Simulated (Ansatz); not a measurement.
An Ansatz input:

```yaml
crystal:
  lattice:
    - [-3.9166723239, 3.9159165417, 2.1174309087]
    - [3.9159165417, -3.9166723239, 2.1174309087]
    - [3.9173476839, 3.9173476839, -2.1188151251]
  atoms:
    - { symbol: Ba, position: [0.9999800709, 1.99291e-05, 1.0] }
    - { symbol: Ba, position: [0.7500199291, 0.2499800709, 0.5] }
hamiltonian:
  xc: revpbe
  pseudopotentials:
    kind: paw
    azcp:
      Ba: "pseudopotentials/Ba.paw.azcp"
basis:
  ecutwfc: 420
  fft_grid_basis: typed
kpoints:
  mp_grid: { grid: [14, 14, 10], shift: [0, 0, 0] }
magnetization:
  spin_polarized: false
scf:
  occupations: { method: fermi_dirac, width: 0.1 }
output:
  stress: true
```

Output

```
Engine: ansatz 0.2.0, aarch64-unknown-linux-gnu
Pseudopotentials: kind: paw
Pseudopotential: Ba, paw, valence charge 10, recommended cutoff 420 eV (normal) 
Functional definition: revPBE
  parameter kappa = 1.245
  parameter beta = 0.06672455060314922
  exchange = pbe_x(kappa = kappa, mu = beta*pi^2/3)
  correlation = pbe_c(beta = beta)
Crystal: 2 atoms, lattice volume = 129.926 Å³
Basis set: ecut = 420 eV, 2499 PW (Γ)
Bands: 14, of which v1, the nominal top of the filled ones, is band 10 counted from 1 (9 counted from 0)
Symmetry: 4 space group operations
Space group: C2/c (ITA 15), of the structure as read, at distance tolerance 5.1e-5 Å
k-points: 534 of 1960
Non-local potential: Ba, projectors of the file, l = 0: 3, l = 1: 2, l = 2: 2, l = 3: 2
PAW form: soft (Blöchl's): semilocal exchange-correlation on the pseudo side does not see the compensation charge
PAW frozen core: Ba, regenerated for the run's functional, and the local potential with it (the file was generated under x = pbe(κ = 0.804, μ = 0.2195149727645171), c = pbe(β = 0.06672455060314922))
PAW one-centre angular grid: Ba, 194 points (default); XC on 64 Gauss nodes
Initial density: superposition of atomic densities (neutral atoms: chi_scale 0, normalization atom), corrected by the library's trained network
Initial wavefunctions: pseudopotential atomic-orbital guess
Functional: x = revpbe(κ = 1.245, μ = 0.2195149727645171), c = pbe(β = 0.06672455060314922)
SCF iter   1: F=—  HF=-11912.505126 eV  |F-HF|=—  |Δ(HF+E_count)|=         —  Δρ=1.91e-3  dr2=1.20e-2  ethr=1.77e-3  ⟨swp⟩=6.3  Hψ=49202  notcnv=0
SCF iter   2: F=—  HF=-11912.505115 eV  |F-HF|=—  |Δ(HF+E_count)|=   1.04e-5  Δρ=1.34e-3  dr2=6.32e-3  ethr=6.00e-5  ⟨swp⟩=1.4  Hψ=12877  notcnv=0
SCF iter   3: F=—  HF=-11912.504826 eV  |F-HF|=—  |Δ(HF+E_count)|=   2.89e-4  Δρ=3.79e-4  dr2=4.22e-4  ethr=3.16e-5  ⟨swp⟩=2.0  Hψ=11559  notcnv=0
SCF iter   4: F=—  HF=-11912.504824 eV  |F-HF|=—  |Δ(HF+E_count)|=   2.10e-6  Δρ=1.63e-4  dr2=3.45e-5  ethr=2.11e-6  ⟨swp⟩=1.4  Hψ=8906  notcnv=0
SCF iter   5: F=—  HF=-11912.504830 eV  |F-HF|=—  |Δ(HF+E_count)|=   5.93e-6  Δρ=2.33e-5  dr2=7.75e-7  ethr=1.72e-7  ⟨swp⟩=2.9  Hψ=14504  notcnv=0
SCF iter   6: F=-11912.504831 eV  HF=-11912.504831 eV  |F-HF|=3.01e-8  |Δ(HF+E_count)|=   8.13e-7  Δρ=5.82e-6  dr2=3.93e-8  ethr=5.00e-10  ⟨swp⟩=5.0  Hψ=30814  notcnv=0
SCF 1 converged in 6 iterations: F = -11912.504831 eV  dr2 = 3.93e-8
SCF converged after 6 iterations
Free energy (F): -11912.504831 eV
Harris-Foulkes:  -11912.504831 eV  (|F-HF|=3.01e-8)
Internal energy: -11912.417210 eV  (E = F + TS)
E sigma→0 (E₀):  -11912.461020 eV
Entropy (-TS):   -0.087621 eV (-43.810 meV/atom)
Fermi energy:    5.616218 eV
--- Per-component energies (eV) ---
  E_band       = -177.332033
  E_kinetic    = 333.020597
  E_local      = -787.023505  (includes V_loc(G=0)·N_el)
  E_nonlocal   = 113.197264
  E_hartree    = 250.557211
  E_xc         = -333.667862
  E_vxc        = -267.108824  (∫ρ·V_xc dr)
  E_paw        = -10464.602670  (= ΣΔE_a)
  E_vpaw       = -70.533951  (= ΣTr[D̂ρ^β])
  E_aug_tail   = -0.000003  (compensation charges beyond the density's cutoff)
  E_ewald      = -1023.827939
  E_core_change = -0.070302  (= ΣΔE_core)
  E_smearing   = -0.087621  (= −TS)
  E_closure    = 0.000000  (closes the sum)
  Σ components = -11912.504831   (vs F -11912.504831, Δ=0.00e0)
--- Stress (GPa, compression-positive) ---
       -0.007657       0.000629      -0.000198
        0.000629      -0.007657      -0.000198
       -0.000198      -0.000198      -0.004026
  P = ⅓ Tr σ = -0.0064 GPa (-0.064 kbar)
```
